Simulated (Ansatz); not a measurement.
# KCl and the effect of the choice of potentials or basis

The structure is cubic, space group Fm-3m (No. 225). The conventional cell has a = 6.293 Å, b = 6.293 Å, c = 6.293 Å, α = 90.00°, β = 90.00°, γ = 90.00°. K (site symmetry m-3m) is surrounded by 6 Cl at 3.15 Å. Cl (site symmetry m-3m) is surrounded by 6 K at 3.15 Å.

Kept alike: task band structure; functional PBEsol; k mesh 7 × 7 × 7; occupations fermi-dirac, width 0.05 eV; no spin polarisation. Program: Ansatz. Cutoffs run from 660 to 1007 eV. The mesh is that of the run's cell of 2 atoms. No spin-orbit coupling.

| choice of potentials or basis | band gap (eV) |
| --- | --- |
| Ansatz PAW (files of its older set among them) | 5.027 |
| JTH PAW | 5.024 |
| PseudoDojo standard (PBEsol files) | 5.027 |
| PseudoDojo stringent (PBEsol files) | 5.027 |

Gaps are the smaller of the mesh's and the band path's.

What does the choice of potentials or basis change here?

The band gap runs from 5.024 (JTH PAW) to 5.027 eV (Ansatz PAW (files of its older set among them); PseudoDojo standard (PBEsol files); PseudoDojo stringent (PBEsol files)). Measured: 8.68 eV (a printed reference work). Semilocal gaps run low as a rule. The gap moves here only through the cell or the potentials.
